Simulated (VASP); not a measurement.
**InPd: relaxation of the atoms with PBEsol**

The system is InPd, a slab with vacuum.

```
Pd In
1.0
     4.59395    0.00000    0.00000
    -2.29698    3.97848    0.00000
     0.00000    0.00000   27.19058
Pd In
7 7
Cartesian
  0.0000 2.6523 7.5000
  0.0000 0.0000 9.3755
  2.2970 1.3262 11.2509
  0.0000 2.6523 13.1264
  0.0000 0.0000 15.0019
  2.2970 1.3262 16.8774
  0.0000 2.6523 18.7528
  2.2970 1.3262 8.4377
  0.0000 2.6523 10.3132
  0.0000 0.0000 12.1887
  2.2970 1.3262 14.0642
  0.0000 2.6523 15.9396
  0.0000 0.0000 17.8151
  2.2970 1.3262 19.6906
```

```yaml
Program: VASP 6.6.1
Task: relaxation of the atoms
Functional: PBEsol
Potentials_or_basis: VASP PAW PBE potentials, release 64 (Pd, In_d)
Cutoff: 520 eV
k_mesh: 9 × 9 × 1
Occupations: methfessel-paxton, width 0.1 eV
Spin: no spin polarisation
Dipole_correction: yes
Further_INCAR_settings: ALGO = Normal; EDIFF = 1e-06; IBRION = 2; EDIFFG = -0.02; NSW = 80
```

```json
{
  "Energy gained by relaxing": "30.0 meV/atom",
  "Ionic steps": "13",
  "Largest force after relaxing": "0.019 eV/Å",
  "Band gap on the k mesh": "none (metal or under the smearing width)"
}
```

Forces in eV/Å, atoms in the order of the input:
```
Pd   0.000  0.000  0.005
Pd   0.000  0.000  0.018
Pd   0.000  0.000 -0.006
Pd   0.000  0.000 -0.016
Pd   0.000  0.000 -0.002
Pd   0.000  0.000 -0.014
Pd   0.000  0.000 -0.003
In   0.000  0.000 -0.001
In   0.000  0.000  0.000
In   0.000  0.000  0.019
In   0.000  0.000 -0.015
In   0.000  0.000  0.011
In   0.000  0.000  0.007
In   0.000  0.000 -0.001
```

Step by step:
```csv
step,energy change (eV),largest force (eV/Å),pressure (GPa)
1,0.0000,1.4946,-1.55
2,-0.1666,1.1540,-1.49
3,-0.3206,1.0115,-1.14
4,-0.3213,0.8781,-1.18
5,-0.3746,0.4163,-1.23
6,-0.4002,0.3262,-1.23
7,-0.4131,0.1223,-1.15
8,-0.4144,0.0910,-1.11
9,-0.4169,0.0726,-1.11
10,-0.4193,0.0569,-1.10
11,-0.4200,0.0496,-1.06
12,-0.4200,0.0433,-1.07
13,-0.4204,0.0188,-1.07
```

Final structure:
```
Pd In
1.0
     4.59395    0.00000    0.00000
    -2.29698    3.97848    0.00000
     0.00000    0.00000   27.19058
Pd In
7 7
Cartesian
  0.0000 2.6523 7.8348
  0.0000 0.0000 9.2855
  2.2970 1.3262 11.2150
  0.0000 2.6523 13.2182
  0.0000 0.0000 14.9407
  2.2970 1.3262 16.7778
  0.0000 2.6523 18.6982
  2.2970 1.3262 8.2265
  0.0000 2.6523 10.4045
  0.0000 0.0000 12.1113
  2.2970 1.3262 14.0259
  0.0000 2.6523 15.9848
  0.0000 0.0000 17.9119
  2.2970 1.3262 19.6990
```

Levels at points of the mesh, in eV from the Fermi level:
```csv
k point,band 79,band 80,band 81,band 82,band 83,band 84
"(0.00, 0.00, 0.00)",1.86,2.45,2.71,2.80,2.80,2.88
```

It took 38 min on 4 MPI ranks on Intel(R) Xeon(R) 6975P-C (Granite Rapids), on a shared host, peak memory 0.93 GiB a rank.

Caveat: the PAW data sets were made with another functional, which shifts forces and pressure a little.
